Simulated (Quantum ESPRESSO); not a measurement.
Write the native input for Quantum ESPRESSO 7.5 that does the following.

```
Task                : band structure
Functional          : PBE
Potentials or basis : PseudoDojo 0.5 SR PBE stringent
Cutoff              : 1088 eV
Density cutoff      : 4354 eV
k mesh              : 10 × 10 × 8
Occupations         : fermi-dirac, width 0.05 eV
Spin                : no spin polarisation
Mixing beta         : 0.5
Most SCF iterations : 120
SCF threshold       : 4e-10 Ry
```

MoP:

```xyz
2
Lattice="3.2230 0.0000 0.0000 -1.6115 2.7912 0.0000 0.0000 0.0000 3.1910" Properties=species:S:1:pos:R:3 pbc="T T T"
Mo    0.0000    0.0000    0.0000
P     0.0000    1.8608    1.5955
```

One way to write it, as run:

pw.in

```
&CONTROL
  calculation = 'scf'
  prefix = 'pwscf'
  outdir = './tmp'
  pseudo_dir = './pseudo'
  tprnfor = .true.
  tstress = .true.
  disk_io = 'low'
/
&SYSTEM
  ibrav = 0
  celldm(1) = 8
  nat = 2
  ntyp = 2
  ecutwfc = 80
  nbnd = 16
  occupations = 'smearing'
  smearing = 'fd'
  degauss = 0.00367493
/
&ELECTRONS
  conv_thr = 4d-10
  electron_maxstep = 120
  mixing_beta = 0.5
/
ATOMIC_SPECIES
Mo    95.9500 Mo.upf
P     30.9738 P.upf
CELL_PARAMETERS alat
  0.7613234124586   0.0000000000000   0.0000000000000
 -0.3806617062293   0.6593254156857   0.0000000000000
  0.0000000000000   0.0000000000000   0.7537645079601
ATOMIC_POSITIONS crystal
Mo     0.0000000000    0.0000000000    0.0000000000
P      0.3333333333    0.6666666667    0.5000000000
K_POINTS automatic
10 10 8 0 0 0
```

bands.in

```
&CONTROL
  calculation = 'bands'
  prefix = 'pwscf'
  outdir = './tmp'
  pseudo_dir = './pseudo'
  disk_io = 'low'
  verbosity = 'high'
/
&SYSTEM
  ibrav = 0
  celldm(1) = 8
  nat = 2
  ntyp = 2
  ecutwfc = 80
  nbnd = 16
  occupations = 'smearing'
  smearing = 'fd'
  degauss = 0.00367493
/
&ELECTRONS
  conv_thr = 1d-08
  electron_maxstep = 120
  mixing_beta = 0.5
  diago_full_acc = .true.
  startingwfc = 'random'
/
ATOMIC_SPECIES
Mo    95.9500 Mo.upf
P     30.9738 P.upf
CELL_PARAMETERS alat
  0.7613234124586   0.0000000000000   0.0000000000000
 -0.3806617062293   0.6593254156857   0.0000000000000
  0.0000000000000   0.0000000000000   0.7537645079601
ATOMIC_POSITIONS crystal
Mo     0.0000000000    0.0000000000    0.0000000000
P      0.3333333333    0.6666666667    0.5000000000
K_POINTS crystal
60
 0.0000000000  0.0000000000  0.0000000000 1
 0.0833333333  0.0000000000  0.0000000000 1
 0.1666666667  0.0000000000  0.0000000000 1
 0.2500000000  0.0000000000  0.0000000000 1
 0.3333333333  0.0000000000  0.0000000000 1
 0.4166666667  0.0000000000  0.0000000000 1
 0.5000000000  0.0000000000  0.0000000000 1
 0.4444444444  0.1111111111  0.0000000000 1
 0.3888888889  0.2222222222  0.0000000000 1
 0.3333333333  0.3333333333  0.0000000000 1
 0.2916666667  0.2916666667  0.0000000000 1
 0.2500000000  0.2500000000  0.0000000000 1
 0.2083333333  0.2083333333  0.0000000000 1
 0.1666666667  0.1666666667  0.0000000000 1
 0.1250000000  0.1250000000  0.0000000000 1
 0.0833333333  0.0833333333  0.0000000000 1
 0.0416666667  0.0416666667  0.0000000000 1
 0.0000000000  0.0000000000  0.0000000000 1
 0.0000000000  0.0000000000  0.0833333333 1
 0.0000000000  0.0000000000  0.1666666667 1
 0.0000000000  0.0000000000  0.2500000000 1
 0.0000000000  0.0000000000  0.3333333333 1
 0.0000000000  0.0000000000  0.4166666667 1
 0.0000000000  0.0000000000  0.5000000000 1
 0.0714285714  0.0000000000  0.5000000000 1
 0.1428571429  0.0000000000  0.5000000000 1
 0.2142857143  0.0000000000  0.5000000000 1
 0.2857142857  0.0000000000  0.5000000000 1
 0.3571428571  0.0000000000  0.5000000000 1
 0.4285714286  0.0000000000  0.5000000000 1
 0.5000000000  0.0000000000  0.5000000000 1
 0.4583333333  0.0833333333  0.5000000000 1
 0.4166666667  0.1666666667  0.5000000000 1
 0.3750000000  0.2500000000  0.5000000000 1
 0.3333333333  0.3333333333  0.5000000000 1
 0.2962962963  0.2962962963  0.5000000000 1
 0.2592592593  0.2592592593  0.5000000000 1
 0.2222222222  0.2222222222  0.5000000000 1
 0.1851851852  0.1851851852  0.5000000000 1
 0.1481481481  0.1481481481  0.5000000000 1
 0.1111111111  0.1111111111  0.5000000000 1
 0.0740740741  0.0740740741  0.5000000000 1
 0.0370370370  0.0370370370  0.5000000000 1
 0.0000000000  0.0000000000  0.5000000000 1
 0.5000000000  0.0000000000  0.5000000000 1
 0.5000000000  0.0000000000  0.4285714286 1
 0.5000000000  0.0000000000  0.3571428571 1
 0.5000000000  0.0000000000  0.2857142857 1
 0.5000000000  0.0000000000  0.2142857143 1
 0.5000000000  0.0000000000  0.1428571429 1
 0.5000000000  0.0000000000  0.0714285714 1
 0.5000000000  0.0000000000  0.0000000000 1
 0.3333333333  0.3333333333  0.0000000000 1
 0.3333333333  0.3333333333  0.0714285714 1
 0.3333333333  0.3333333333  0.1428571429 1
 0.3333333333  0.3333333333  0.2142857143 1
 0.3333333333  0.3333333333  0.2857142857 1
 0.3333333333  0.3333333333  0.3571428571 1
 0.3333333333  0.3333333333  0.4285714286 1
 0.3333333333  0.3333333333  0.5000000000 1
```

Potentials or basis: PseudoDojo 0.5 SR PBE stringent.

Launch:

```bash
$ OMP_NUM_THREADS=1 pw.x -in pw.in > pw.out
$ OMP_NUM_THREADS=1 pw.x -in bands.in > bands.out
```

It gave:

```json
{"Pressure": "2.8 GPa", "Band gap on the k mesh": "none (metal or under the smearing width)"}
```

It took 61 s on 1 thread of Arm Neoverse V1, on a shared host, peak memory 0.09 GiB.
